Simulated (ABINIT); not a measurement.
Here is an ABINIT 10.8.3 (patched build) calculation.

File run.abi:

```
# Datasets: one volume each
ndtset 7
getwfk -1
scalecart1 3*0.9795861087
scalecart2 3*0.9864848297
scalecart3 3*0.9932883884
scalecart4 3*1.0000000000
scalecart5 3*1.0066227096
scalecart6 3*1.0131594038
scalecart7 3*1.0196128224

# Pseudopotentials
pp_dirpath "./"
pseudos "Pd.GGA_PBE-JTH.xml"

# Structure
acell 3*1.0 Angstrom
rprim
     0.0000000000     1.9465000000     1.9465000000
     1.9465000000     0.0000000000     1.9465000000
     1.9465000000     1.9465000000     0.0000000000
ntypat 1
znucl 46
natom 1
typat 1
xred
     0.0000000000     0.0000000000     0.0000000000

# Plane-wave basis
ecut 23.0
pawecutdg 45.0

# k points
kptopt 1
ngkpt 12 12 12
nshiftk 1
shiftk 0.0 0.0 0.0

# Exchange and correlation
ixc -106131

# Bands and occupations
nband 13
occopt 3
tsmear 0.00183747

# SCF cycle
nstep 100
tolvrs 1.0e-9

# Output
iomode 3
prtwf 1
prtden 0
prteig 0
prtebands 0
```

Potentials or basis: JTH PAW PBE v2.0.

Run with:

```sh
$ abinit run.abi > log 2>&1
```

(1) What does it give for the equilibrium volume?

(2) What does it give for the bulk modulus?

Answers

(1) 16.28 Å³/atom (rough: see the caveat).

(2) 148 GPa (rough).

Caveat: pressures at fixed basis lie under the slope of the energies; the minimum lies outside the volumes run; the PAW data sets were made with another functional, which shifts forces and pressure a little.
